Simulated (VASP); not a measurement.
Given:

```yaml
crystal:
  lattice:
    - [0.00000, 2.49000, 2.49000]
    - [2.49000, 0.00000, 2.49000]
    - [2.49000, 2.49000, 0.00000]
  atoms:
    - { symbol: In, position: [0.00000, 0.00000, 0.00000] }
    - { symbol: N, position: [0.25000, 0.25000, 0.25000] }
```

Method: PBE GGA, VASP's PBE PAW potentials (set 64) (plane waves; VASP). Settings: 520 eV cut-off, 1×1×1 Γ-centred mesh, Gaussian smearing of 0.050 eV, potentials In_d N.

Give the stress tensor in GPa (positive for a compressed cell).

```
74.87   0.00   0.00
 0.00  74.87   0.00
 0.00   0.00  74.87
```
The pressure is its mean diagonal, 74.87 GPa.

The compound is InN in the zinc blende structure, a metastable form; wurtzite is the usual one. The cell was not relaxed at this level. The k-mesh is coarse (spacing up to 2.19 per Å, 2π included), so the numbers may not be converged in it. The run is one of a series of settings (KPOINTS 1×1×1 Γ-centred mesh against the base run), some of them coarse on purpose.
